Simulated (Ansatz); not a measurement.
Predict the output of the script below (the Ansatz DFT code, driven from Python).

Script `ges_mass.py`:
```python
"""Effective masses of GeS by finite differences."""

import warnings

import ansatz as az
import numpy as np

warnings.simplefilter("ignore", az.DeckWarning)

lattice = az.Lattice.of(
    [10.481, 0.0, 0.0],
    [0.0, 3.646, 0.0],
    [0.0, 0.0, 4.299],
)
sites = [
    ("Ge", [0.1221, 0.25, 0.1277]),
    ("Ge", [0.3779, 0.75, 0.6277]),
    ("Ge", [0.6221, 0.25, 0.3723]),
    ("Ge", [0.8779, 0.75, 0.8723]),
    ("S", [0.8495, 0.25, 0.5023]),
    ("S", [0.6505, 0.75, 0.0023]),
    ("S", [0.3495, 0.25, 0.9977]),
    ("S", [0.1505, 0.75, 0.4977]),
]
structure = az.Crystal(lattice=lattice)
for symbol, position in sites:
    structure = structure.atom(symbol, position)

calc = structure.calculation()
calc = calc.functional("pbe")
calc = calc.kpoints(2, 6, 6).occupations("fixed")
# find the band extrema among the mesh points first
result = calc.band_table().run(threads=1, backend="cpu")
rep = result.report
levels = np.array(rep["eigenvalues_ev"])
filled = round(rep["n_electrons"] / 2)
edges = {"top filled band": (filled - 1, levels[:, filled - 1].argmax()), "lowest empty band": (filled, levels[:, filled].argmin())}
gap = levels[:, filled].min() - levels[:, filled - 1].max()
print(f"gap on the mesh {gap:.3f} eV")
if gap <= 0.05:
    print("no gap: band-edge masses have no meaning here")
    edges = {}
reciprocal = 2 * np.pi * np.linalg.inv(result.lattice.cell_ang).T
step = 0.008  # 1/A

# second differences give the curvature tensor; masses are hbar^2/m_e = 7.61996 eV A^2 over its eigenvalues
pairs = [(0, 1), (0, 2), (1, 2)]
moves = [sign * axis for axis in np.eye(3) for sign in (-1, 1)]
moves += [s1 * np.eye(3)[i] + s2 * np.eye(3)[j] for i, j in pairs for s1 in (1, -1) for s2 in (1, -1)]
for name, (band, index) in edges.items():
    together = int(np.sum(np.abs(levels[index] - levels[index, band]) < 2e-3))
    print(name, "at k =", np.round(rep["kpoints_frac"][index], 4), f"E = {levels[index, band]:.4f} eV, degeneracy {together}")
    centre = np.array(rep["kpoints_frac"][index]) @ reciprocal
    points = [centre] + [centre + step * move for move in moves]
    table = calc.band_structure(points, intervals=1, cartesian=True).run(threads=1, backend="cpu").band_structure().channels[0].eigenvalues_ev
    if together > 1:
        level = np.flatnonzero(np.abs(levels[index] - levels[index, band]) < 2e-3)
        along = (table[1, level] + table[2, level] - 2 * table[0, level]) / step ** 2
        print("  degenerate level, no single mass tensor; masses of its branches along x:", np.round(7.61996 / along, 3), "m_e")
        continue
    e = table[:, band]
    hessian = np.diag((e[1:7:2] + e[2:7:2] - 2 * e[0]) / step ** 2)
    for (i, j), (pp, pm, mp, mm) in zip(pairs, e[7:].reshape(3, 4)):
        hessian[i, j] = hessian[j, i] = (pp - pm - mp + mm) / (4 * step ** 2)
    curvatures, axes = np.linalg.eigh(hessian)
    slope = (e[2:7:2] - e[1:7:2]) / (2 * step)
    print("  slope (eV A):", np.round(slope, 3) + 0.0, "" if np.abs(slope).max() < 0.05 else "- no extremum here, so these are local curvatures and no band-edge masses")
    for curvature, axis in zip(curvatures, axes.T):
        print(f"  principal mass {7.61996 / curvature:8.3f} m_e along", np.round(axis, 2) + 0.0)
```

```console
$ python ges_mass.py
gap on the mesh 1.126 eV
top filled band at k = [0. 0. 0.] E = 7.5678 eV, degeneracy 1
  slope (eV A): [0. 0. 0.]
  principal mass   -0.936 m_e along [-1.  0.  0.]
  principal mass   -3.383 m_e along [0. 0. 1.]
  principal mass   -4.005 m_e along [ 0. -1.  0.]
lowest empty band at k = [0. 0. 0.] E = 8.6943 eV, degeneracy 1
  slope (eV A): [0. 0. 0.]
  principal mass    4.715 m_e along [0. 0. 1.]
  principal mass    1.201 m_e along [ 0. -1.  0.]
  principal mass    0.094 m_e along [-1.  0.  0.]
```

Reading the output:
- Semilocal gaps usually lie well under measured ones.
- The computed bands are complete only to about 2.7 eV above the Fermi level.
- The structure is a deposited one; some such entries were measured under pressure or heat, so a shift against it needn't be the functional's error alone.
- Levels are Kohn-Sham eigenvalues on this mesh, without spin-orbit coupling.
- The masses are finite-difference curvatures at extrema found on a coarse mesh, which needn't be the true band edges; a step that is long against the gap makes them too heavy. At a valence maximum the curvature is negative (the hole mass is its size); mixed signs mark a saddle. Spin-orbit coupling is left out, and light masses scale with the Kohn-Sham gap.
- Timing: 42 s on 1 thread of Arm Neoverse V2, on a shared host, peak memory 0.55 GiB.
